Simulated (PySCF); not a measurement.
Telling isomers of C$_{4}$H$_{10}$O apart by NMR

No solvent, no relativistic terms, fast rotation and ring inversion assumed for equivalent nuclei, one conformer. GFN2-xTB geometry; shielding tensors at PBE0/pcSseg-1 (GIAO); spin–spin couplings from B3LYP/pcJ-1 (spin–dipole term left out of most H,H and C,H couplings); PySCF 2.14.

References, each an isolated molecule treated in the same way: 1H and 13C vs TMS. Multiplet labels drop J under 1 Hz and among equivalent protons, and merge close values. Unscaled 3J(H,H) run several per cent high. Shifts are as computed. Against solution values, carbons near 30 ppm lie about +3 ppm off and those near 130 ppm about +5 ppm. Of 1211 compounds with measured shifts, 218 miss one by over three times the rms of a fit or turn the order of signals round; such compounds aren't used in these exercises. Across acyclic CH2–CH2 and CH–CH2 bonds, 3J(H,H) assumes equally populated rotamers.

(1) Tabulate the signals of `CCCOC`, `CCOCC` and their relative energies.

(2) What is the quickest way to tell CCCOC from CCOCC?

Answers

(1) 
```tsv
SMILES	carbon types	δC	δH	E rel. (kcal/mol)
CCCOC	2×CH2 2×CH3	80.6, 61.6, 27.7, 11.7	3.52 (s, 3H), 3.25 (t, 2H), 1.68 (sext, 2H), 0.91 (t, 3H)	3.5
CCOCC	2×CH2 2×CH3	71.3, 18.1	3.56 (m, 4H), 1.28 (m, 6H)	0.0
```

Energies are electronic energies at PBE0/pcSseg-1 on these geometries, without zero-point or thermal terms, each for the one conformer computed, which needn't be the lowest.

(2) Count the carbon signals: 4 against 2. The first has an sp3 CH2 at 27.7 ppm, the second an sp3 CH2 bonded to O at 71.3 ppm. Their most deshielded carbons lie at 80.6 and 71.3 ppm.
